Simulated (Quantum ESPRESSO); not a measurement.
# GaN (F-43m) in Quantum ESPRESSO: notebook

Aim: see how the results for GaN move with the level of theory and the settings. Levels: SCAN, EV93PW91. Tasks: band structure.

All numbers are computed with Quantum ESPRESSO 7.5; they aren't measurements. Logs are shortened: lines on timing, memory, paths and dates and some standing lists are left out, and cuts for length are marked.

**What was measured.**

From a printed reference work, textbook, for a bulk crystal of GaN at 0 K: band gap 3.299 eV (direct).

The results are compared with them further down.

## Step 1: The structure

It takes space group F-43m (No. 216, cubic). Conventional cell: a = 4.507 Å, b = 4.507 Å, c = 4.507 Å, α = 90.00°, β = 90.00°, γ = 90.00°. Ga (site symmetry -43m) is surrounded by 4 N at 1.95 Å. N (site symmetry -43m) has 4 Ga at 1.95 Å as nearest neighbours.

The cell is a database's computed one.

## Step 2: Band structure, SCAN

File pw.in:

```
&CONTROL
  calculation = 'scf'
  prefix = 'pwscf'
  outdir = './tmp'
  pseudo_dir = './pseudo'
  tprnfor = .true.
  tstress = .true.
  disk_io = 'low'
/
&SYSTEM
  ibrav = 0
  nat = 2
  ntyp = 2
  ecutwfc = 88
  nbnd = 15
  input_dft = 'scan'
  occupations = 'smearing'
  smearing = 'fd'
  degauss = 0.00367493
  nosym = .true.
/
&ELECTRONS
  conv_thr = 1d-08
  electron_maxstep = 120
  mixing_beta = 0.5
/
ATOMIC_SPECIES
Ga    69.7230 Ga_ONCV_PBE-1.2.upf
N     14.0070 N_ONCV_PBE-1.2.upf
CELL_PARAMETERS bohr
   0.0000000000    4.2584989699    4.2584989699
   4.2584989699    0.0000000000    4.2584989699
   4.2584989699    4.2584989699    0.0000000000
ATOMIC_POSITIONS bohr
Ga     0.0000000000    0.0000000000    0.0000000000
N      2.1292494849    2.1292494849    2.1292494849
K_POINTS automatic
8 8 8 0 0 0
```

File bands.in:

```
&CONTROL
  calculation = 'bands'
  prefix = 'pwscf'
  outdir = './tmp'
  pseudo_dir = './pseudo'
  disk_io = 'low'
  verbosity = 'high'
/
&SYSTEM
  ibrav = 0
  nat = 2
  ntyp = 2
  ecutwfc = 88
  nbnd = 15
  input_dft = 'scan'
  occupations = 'smearing'
  smearing = 'fd'
  degauss = 0.00367493
  nosym = .true.
/
&ELECTRONS
  conv_thr = 1d-08
  electron_maxstep = 120
  mixing_beta = 0.5
  diago_full_acc = .true.
  startingwfc = 'random'
/
ATOMIC_SPECIES
Ga    69.7230 Ga_ONCV_PBE-1.2.upf
N     14.0070 N_ONCV_PBE-1.2.upf
CELL_PARAMETERS bohr
   0.0000000000    4.2584989699    4.2584989699
   4.2584989699    0.0000000000    4.2584989699
   4.2584989699    4.2584989699    0.0000000000
ATOMIC_POSITIONS bohr
Ga     0.0000000000    0.0000000000    0.0000000000
N      2.1292494849    2.1292494849    2.1292494849
K_POINTS crystal
60
 0.0000000000  0.0000000000  0.0000000000 1
 0.0625000000  0.0000000000  0.0625000000 1
 0.1250000000  0.0000000000  0.1250000000 1
 0.1875000000  0.0000000000  0.1875000000 1
 0.2500000000  0.0000000000  0.2500000000 1
 0.3125000000  0.0000000000  0.3125000000 1
 0.3750000000  0.0000000000  0.3750000000 1
 0.4375000000  0.0000000000  0.4375000000 1
 0.5000000000  0.0000000000  0.5000000000 1
 0.5000000000  0.0625000000  0.5625000000 1
 0.5000000000  0.1250000000  0.6250000000 1
 0.5000000000  0.1875000000  0.6875000000 1
 0.5000000000  0.2500000000  0.7500000000 1
 0.4375000000  0.3125000000  0.7500000000 1
 0.3750000000  0.3750000000  0.7500000000 1
 0.3375000000  0.3375000000  0.6750000000 1
 0.3000000000  0.3000000000  0.6000000000 1
 0.2625000000  0.2625000000  0.5250000000 1
 0.2250000000  0.2250000000  0.4500000000 1
 0.1875000000  0.1875000000  0.3750000000 1
 0.1500000000  0.1500000000  0.3000000000 1
 0.1125000000  0.1125000000  0.2250000000 1
 0.0750000000  0.0750000000  0.1500000000 1
 0.0375000000  0.0375000000  0.0750000000 1
 0.0000000000  0.0000000000  0.0000000000 1
 0.0625000000  0.0625000000  0.0625000000 1
 0.1250000000  0.1250000000  0.1250000000 1
 0.1875000000  0.1875000000  0.1875000000 1
 0.2500000000  0.2500000000  0.2500000000 1
 0.3125000000  0.3125000000  0.3125000000 1
 0.3750000000  0.3750000000  0.3750000000 1
 0.4375000000  0.4375000000  0.4375000000 1
 0.5000000000  0.5000000000  0.5000000000 1
 0.5250000000  0.4500000000  0.5250000000 1
 0.5500000000  0.4000000000  0.5500000000 1
 0.5750000000  0.3500000000  0.5750000000 1
 0.6000000000  0.3000000000  0.6000000000 1
 0.6250000000  0.2500000000  0.6250000000 1
 0.5833333333  0.2500000000  0.6666666667 1
 0.5416666667  0.2500000000  0.7083333333 1
 0.5000000000  0.2500000000  0.7500000000 1
 0.5000000000  0.2857142857  0.7142857143 1
 0.5000000000  0.3214285714  0.6785714286 1
 0.5000000000  0.3571428571  0.6428571429 1
 0.5000000000  0.3928571429  0.6071428571 1
 0.5000000000  0.4285714286  0.5714285714 1
 0.5000000000  0.4642857143  0.5357142857 1
 0.5000000000  0.5000000000  0.5000000000 1
 0.4821428571  0.4821428571  0.5357142857 1
 0.4642857143  0.4642857143  0.5714285714 1
 0.4464285714  0.4464285714  0.6071428571 1
 0.4285714286  0.4285714286  0.6428571429 1
 0.4107142857  0.4107142857  0.6785714286 1
 0.3928571429  0.3928571429  0.7142857143 1
 0.3750000000  0.3750000000  0.7500000000 1
 0.6250000000  0.2500000000  0.6250000000 1
 0.5937500000  0.1875000000  0.5937500000 1
 0.5625000000  0.1250000000  0.5625000000 1
 0.5312500000  0.0625000000  0.5312500000 1
 0.5000000000  0.0000000000  0.5000000000 1
```

Potentials or basis: SG15 PBE 1.2.

Command:

```sh
OMP_NUM_THREADS=1 pw.x -in pw.in > pw.out
OMP_NUM_THREADS=1 pw.x -in bands.in > bands.out
```

pw.out:

```text
This program is part of the open-source Quantum ESPRESSO suite
     for quantum simulation of materials; please cite
         "P. Giannozzi et al., J. Phys.:Condens. Matter 21 395502 (2009);
         "P. Giannozzi et al., J. Phys.:Condens. Matter 29 465901 (2017);
         "P. Giannozzi et al., J. Chem. Phys. 152 154105 (2020);
     in publications or presentations arising from this work. More details at

     IMPORTANT: XC functional enforced from input :
     Exchange-correlation= SCAN
                           (   0   0   0   0   0 263 267)
     Any further DFT definition will be discarded
     Please, verify this is what you really want

     G-vector sticks info
     --------------------
     sticks:   dense  smooth     PW     G-vecs:    dense   smooth      PW
     Sum         871     871    271                17153    17153    2975

     Using Slab Decomposition

     bravais-lattice index     =            0
     lattice parameter (alat)  =       6.0224  a.u.
     unit-cell volume          =     154.4542 (a.u.)^3
     number of atoms/cell      =            2
     number of atomic types    =            2
     number of electrons       =        18.00
     number of Kohn-Sham states=           15
     kinetic-energy cutoff     =      88.0000  Ry
     charge density cutoff     =     352.0000  Ry
     scf convergence threshold =      1.0E-08
     mixing beta               =       0.5000
     number of iterations used =            8  plain     mixing
     Exchange-correlation= SCAN
                           (   0   0   0   0   0 263 267)

     celldm(1)=   6.022427  celldm(2)=   0.000000  celldm(3)=   0.000000
     celldm(4)=   0.000000  celldm(5)=   0.000000  celldm(6)=   0.000000

     crystal axes: (cart. coord. in units of alat)
               a(1) = (   0.000000   0.707107   0.707107 )
               a(2) = (   0.707107   0.000000   0.707107 )
               a(3) = (   0.707107   0.707107   0.000000 )

     reciprocal axes: (cart. coord. in units 2 pi/alat)
               b(1) = ( -0.707107  0.707107  0.707107 )
               b(2) = (  0.707107 -0.707107  0.707107 )
               b(3) = (  0.707107  0.707107 -0.707107 )

     PseudoPot. # 1 for Ga read from file:
     Ga_ONCV_PBE-1.2.upf
     Pseudo is Norm-conserving, Zval = 13.0
     Generated using ONCVPSP code by D. R. Hamann
     Using radial grid of  602 points,  6 beta functions with:
                l(1) =   0
                l(2) =   0
                l(3) =   1
                l(4) =   1
                l(5) =   2
                l(6) =   2

     PseudoPot. # 2 for N  read from file:
     N_ONCV_PBE-1.2.upf
     Pseudo is Norm-conserving, Zval =  5.0
     Generated using ONCVPSP code by D. R. Hamann
     Using radial grid of  602 points,  4 beta functions with:
                l(1) =   0
                l(2) =   0
                l(3) =   1
                l(4) =   1

     atomic species   valence    mass     pseudopotential
     Ga               13.00    69.72300     Ga( 1.00)
     N                 5.00    14.00700     N ( 1.00)

     No symmetry found

   Cartesian axes

     site n.     atom                  positions (alat units)
         1        Ga     tau(   1) = (   0.0000000   0.0000000   0.0000000  )
         2        N      tau(   2) = (   0.3535534   0.3535534   0.3535534  )

     number of k points=   260  Fermi-Dirac smearing, width (Ry)=  0.0037

     Number of k-points >= 100: set verbosity='high' to print them.

     Dense  grid:    17153 G-vectors     FFT dimensions: (  36,  36,  36)

     WARNING: libxc functional with ID  263 depends
      on external parameters: check the user_guide of
      QE if you need to modify them or to check their
      default values.

     Initial potential from superposition of free atoms

     starting charge      17.9216, renormalised to      18.0000
     Starting wfcs are random

     Self-consistent Calculation

     iteration #  1     ecut=    88.00 Ry     beta= 0.50
     Davidson diagonalization with overlap
     ethr =  1.00E-02,  avg # of iterations = 10.4

     total energy              =    -149.88224383 Ry
     estimated scf accuracy    <     177.28535059 Ry

     iteration #  2     ecut=    88.00 Ry     beta= 0.50
     Davidson diagonalization with overlap
     ethr =  1.00E-02,  avg # of iterations =  1.0

     negative rho (up,down):  5.121E-07 0.000E+00

     total energy              =    -150.22561780 Ry
     estimated scf accuracy    <      61.01425970 Ry

     iteration #  3     ecut=    88.00 Ry     beta= 0.50
     Davidson diagonalization with overlap
     ethr =  1.00E-02,  avg # of iterations =  1.0

     negative rho (up,down):  5.106E-08 0.000E+00

     total energy              =    -150.22595016 Ry
     estimated scf accuracy    <       1.63142024 Ry

     iteration #  4     ecut=    88.00 Ry     beta= 0.50
     Davidson diagonalization with overlap
     ethr =  9.06E-03,  avg # of iterations =  1.0

     total energy              =    -150.25522628 Ry
     estimated scf accuracy    <       0.01953257 Ry

     iteration #  5     ecut=    88.00 Ry     beta= 0.50
     Davidson diagonalization with overlap
     ethr =  1.09E-04,  avg # of iterations =  2.0

     total energy              =    -150.25554183 Ry
     estimated scf accuracy    <       0.00524428 Ry

     iteration #  6     ecut=    88.00 Ry     beta= 0.50
     Davidson diagonalization with overlap
     ethr =  2.91E-05,  avg # of iterations =  1.7

     total energy              =    -150.25556519 Ry
     estimated scf accuracy    <       0.00018267 Ry

     iteration #  7     ecut=    88.00 Ry     beta= 0.50
     Davidson diagonalization with overlap
     ethr =  1.01E-06,  avg # of iterations =  4.2

     total energy              =    -150.25556826 Ry
     estimated scf accuracy    <       0.00007293 Ry

     iteration #  8     ecut=    88.00 Ry     beta= 0.50
     Davidson diagonalization with overlap
     ethr =  4.05E-07,  avg # of iterations =  1.0

     total energy              =    -150.25556881 Ry
     estimated scf accuracy    <       0.00000054 Ry

     iteration #  9     ecut=    88.00 Ry     beta= 0.50
     Davidson diagonalization with overlap
     ethr =  3.03E-09,  avg # of iterations =  2.0

     total energy              =    -150.25556889 Ry
     estimated scf accuracy    <       0.00000073 Ry

     iteration # 10     ecut=    88.00 Ry     beta= 0.50
     Davidson diagonalization with overlap
     ethr =  3.03E-09,  avg # of iterations =  1.0

     total energy              =    -150.25556890 Ry
     estimated scf accuracy    <       0.00000001 Ry

     iteration # 11     ecut=    88.00 Ry     beta= 0.50
     Davidson diagonalization with overlap
     ethr =  8.12E-11,  avg # of iterations =  1.2

     End of self-consistent calculation

     Number of k-points >= 100: set verbosity='high' to print the bands.

     the Fermi energy is    11.3437 ev

!    total energy              =    -150.25556890 Ry
     estimated scf accuracy    <          4.8E-09 Ry
     smearing contrib. (-TS)   =      -0.00000000 Ry
     internal energy E=F+TS    =    -150.25556890 Ry

     The total energy is F=E-TS. E is the sum of the following terms:
     one-electron contribution =     -53.50042367 Ry
     hartree contribution      =      42.12424895 Ry
     xc contribution           =     -22.20507706 Ry
     ewald contribution        =    -116.67431711 Ry

     convergence has been achieved in  11 iterations

     Forces acting on atoms (cartesian axes, Ry/au):

     atom    1 type  1   force =     0.00000010    0.00000029   -0.00000032
     atom    2 type  2   force =    -0.00000010   -0.00000029    0.00000032

     Total force =     0.000001     Total SCF correction =     0.000002
     SCF correction compared to forces is large: reduce conv_thr to get better values

     Computing stress (Cartesian axis) and pressure

          total   stress  (Ry/bohr**3)                   (kbar)     P=      -21.98
  -0.00014942   0.00000000   0.00000000          -21.98        0.00        0.00
   0.00000000  -0.00014942   0.00000000            0.00      -21.98        0.00
   0.00000000   0.00000000  -0.00014942            0.00        0.00      -21.98

=------------------------------------------------------------------------------=
   JOB DONE.
=------------------------------------------------------------------------------=
```

Wall time 9.5 min (1 thread of Arm Neoverse V1, shared host); peak memory 0.18 GiB.

Results:

```
Free energy             : -2044.3312 eV
Pressure                : -2.2 GPa
Band gap on the k mesh  : 1.79 eV, direct
Band gap along the path : 1.79 eV, direct
```

Levels at the corners of the path, in eV from the valence-band top:
```tsv
point	band 5	band 6	band 7	band 8	band 9	band 10	band 11	band 12	band 13	band 14
Γ	-12.81	-12.81	0.00	0.00	0.00	1.79	10.66	10.66	10.66	18.16
X	-12.72	-11.64	-6.39	-2.88	-2.88	3.73	6.99	12.51	14.69	14.69
W	-12.80	-11.34	-6.00	-3.83	-3.80	6.76	8.78	10.67	11.87	15.84
K	-12.77	-11.45	-6.15	-4.41	-2.32	5.41	8.28	11.80	13.47	14.16
Γ	-12.81	-12.81	0.00	0.00	0.00	1.79	10.66	10.66	10.66	18.16
L	-12.76	-11.92	-7.31	-1.05	-1.05	4.81	9.41	10.82	10.82	16.39
U	-12.77	-11.45	-6.15	-4.41	-2.32	5.41	8.28	11.80	13.47	14.16
W	-12.80	-11.34	-6.00	-3.83	-3.80	6.76	8.78	10.67	11.87	15.84
L	-12.76	-11.92	-7.31	-1.05	-1.05	4.81	9.41	10.82	10.82	16.39
K	-12.77	-11.45	-6.15	-4.41	-2.32	5.41	8.28	11.80	13.47	14.16
U	-12.77	-11.45	-6.15	-4.41	-2.32	5.41	8.28	11.80	13.47	14.16
X	-12.72	-11.64	-6.39	-2.88	-2.88	3.73	6.99	12.51	14.69	14.69
```

Caveat: the potentials were made for another functional, which shifts forces and pressure.

(Part 1 of 2 ends here.)
